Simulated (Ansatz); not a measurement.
Level of theory: DFT PBE, scalar-relativistic, plane waves, PAW in Ansatz. Settings: cutoff 420 eV, Γ-centred meshes spaced at most about 0.3 Å⁻¹, and about 0.25 Å⁻¹ or finer for metals (2π included), Gaussian smearing. No spin polarisation.

All energies are static (0 K, no zero-point motion).

Question: Which of these relaxed structures of Sb5S2 is the lowest in energy?
A.

```
Sb S
1.0
     3.54044    2.04407    4.57958
    -3.54044    2.04407    4.57958
     0.00000   -4.08815    4.57958
Sb S
5 2
Direct
  0.50000 0.50000 0.00000
  0.00000 0.50000 0.50000
  0.50000 0.00000 0.50000
  0.00000 0.00000 0.00000
  0.50000 0.50000 0.50000
  0.79860 0.79860 0.79860
  0.20140 0.20140 0.20140
```

B.

```
Sb S
1.0
     4.46864    0.00000    0.00000
     0.00000    4.11796    0.00000
    -1.84945    0.00000   21.19562
Sb S
10 4
Cartesian
  2.4333 3.0885 8.9358
  2.4026 3.0885 11.8945
  0.1859 1.0295 12.2598
  0.2165 1.0295 9.3011
  1.0179 1.0295 15.6377
  -0.6417 3.0885 17.9988
  -0.6258 3.0885 20.9331
  3.2450 1.0295 0.2625
  1.6013 3.0885 5.5579
  3.2609 1.0295 3.1969
  1.8725 1.0295 18.0576
  2.5127 3.0885 15.0348
  0.7467 3.0885 3.1380
  0.1065 1.0295 6.1608
```

C.

```
Sb S
1.0
     4.18744   -3.05084    0.00000
     4.18744    3.05084    0.00000
    -3.05682    0.00000    8.03727
Sb S
5 2
Direct
  0.16694 0.36407 0.99192
  0.63593 0.83306 0.00808
  0.46612 0.76244 0.28461
  0.23756 0.53388 0.71539
  0.74474 0.25526 0.50000
  0.00303 0.14533 0.25197
  0.85467 0.99696 0.74803
```

Answer: B. The next of these, C, lies 56 meV/atom higher. Forms: B P2_1/m; C C2; A R-3m. Counting Sb atoms around S (those within 1.25 times the shortest such distance or 1.15 times the sum of covalent radii, 1.27 where that leaves under three; a plus sign parts nearer from farther groups; a slash parts the counts of unlike sites): B has S 1+2/2+2; C has S 3+1; A has S 4. B holds Sb–Sb nets (shortest 2.93 Å); C holds Sb–Sb chains (shortest 2.91 Å) (bonds between like non-metal atoms; other contacts aren't counted). All come from invented guesses. The lowest form computed isn't among them: it has space group R-3m (No. 166), 28.0 Å³/atom and lies 64 meV/atom below the best shown.

The k mesh leaves some 4 meV/atom of noise in the energy of each metallic cell. These runs have no spin–orbit coupling, which can matter for Sb. In C2, R-3m an odd number of electrons in the primitive cell allows no gap without spin; a larger cell or a magnetic state could open one. Cells relaxed within their symmetry can be saddle points. Some types were kept out of the candidates beforehand, so the set may lack a known form.
